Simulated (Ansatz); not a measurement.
An input for Ansatz 0.2.0 (CdTe (F-43m)):

```yaml
crystal:
  lattice:
    - [0.0, 3.24, 3.24]
    - [3.24, 0.0, 3.24]
    - [3.24, 3.24, 0.0]
  atoms:
    - { symbol: Cd, position: [0.0, 0.0, 0.0] }
    - { symbol: Te, position: [0.25, 0.25, 0.25] }
kpoints:
  mp_grid: { grid: [6, 6, 6] }
hamiltonian:
  xc: pbe
  pseudopotentials: { kind: paw, source: ansatz }
scf:
  occupations: { method: fixed }
gw:
  n_empty_bands: 610
  ecut_chi: 250
  qp_bands: [v2, c2]
  qp_kpoints: band_edges
  screening: { model: contour_deformation }
```

```sh
ansatz run input.yaml --threads 3 --pin off --max-ram 92160MiB --backend cuda --events-out ev --progress --plain --runs-dir out --devices 1 --max-vram 13GiB
```

Question: Estimate wall time and host memory on 1 × NVIDIA H100 80GB HBM3 (shared by 6 runs) with 3 threads of AMD EPYC 7R13 (Zen 3), shared host.

It took 77 s; on shared hardware allow 39 s to 2.6 min. Peak host memory was 3.0 GiB. The sizes that set the cost: 2445 plane waves a state, 16 irreducible k points, 628 bands summed, 609 plane waves in the screening and 7 SCF cycles.

The screening grows as filled bands × empty bands × pairs of k points, times the square of the screening basis for the matrix.

[Paths, hosts, dates, memory and timing lines, banners, echoed tables and standing remarks are left out of the program output.]

[Logs are printed without paths, hosts, clocks, repeated set-up lines and the standing remarks that a program may print on its own settings, such as how far it seeks lower states.]

[Runs of the session that timed out or met a known fault of the program may be left out.]

[Cells called generated may have been cut or substituted from an entry of the Crystallography Open Database or the Materials Project.]

[Hosts, paths, dates, database ids (printed as entryN), source tags and the programs' standing remarks are cut or masked in the printed files.]
